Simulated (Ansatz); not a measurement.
C: random displacements

All numbers below come from DFT r2SCAN, scalar-relativistic, plane waves, PAW (Ansatz 0.2.0). Settings: plane waves to 500 eV, k-mesh 6×6×10 (Γ-centred), Gaussian smearing 0.05 eV. No spin polarisation. Energies are free energies at this smearing, counted from the undisturbed cell; pressure is positive in compression.

The starting cell (relaxed at this level; this form isn't the usual structure):

```xyz
8
Lattice="2.1206 -4.3695 0.0000 2.1206 4.3695 0.0000 0.0000 0.0000 2.5047" Properties=species:S:1:pos:R:3 pbc="T T T"
C     3.4555    1.4558    0.0000
C     0.7857   -1.4558    0.0000
C     0.7857    1.4558    0.0000
C     3.4555   -1.4558    0.0000
C     1.3382   -0.7795    1.2524
C     2.9030    0.7795    1.2524
C     2.9030   -0.7795    1.2524
C     1.3382    0.7795    1.2524
```

The atoms are displaced (Å, in the unstrained cell):

```tsv
atom	ux	uy	uz
C1	-0.046	0.017	-0.009
C2	0.021	0.011	-0.017
C3	0.021	-0.017	-0.012
C4	0.036	-0.028	0.034
C5	0.008	-0.006	-0.013
C6	-0.012	-0.040	0.036
C7	-0.067	0.068	-0.003
C8	0.039	-0.005	-0.016
```

Strain (Voigt, engineering shear): (0.0030, -0.0018, 0.0178, 0.0127, -0.0267, 0.0107).

Question: What are the energy change, the stress and the forces?

Answer: ΔE = 97.2 meV/atom; stress (xx, yy, zz, yz, xz, xy; compression positive) (3.78, 7.44, -19.58, -5.67, 11.16, -2.99) GPa; gap on the mesh 2.83 eV.
```csv
atom,Fx (eV/Å),Fy,Fz
C1,2.29,-1.44,0.99
C2,-1.05,-0.40,0.41
C3,-0.45,0.79,0.12
C4,-2.27,2.17,-1.27
C5,-0.68,0.32,-0.14
C6,0.50,3.53,-1.50
C7,4.01,-5.21,0.87
C8,-2.34,0.24,0.52
```

Cost: 1 run of about 0.52 core-minutes, on Intel Xeon 6975P-C (Granite Rapids) (shared hosts).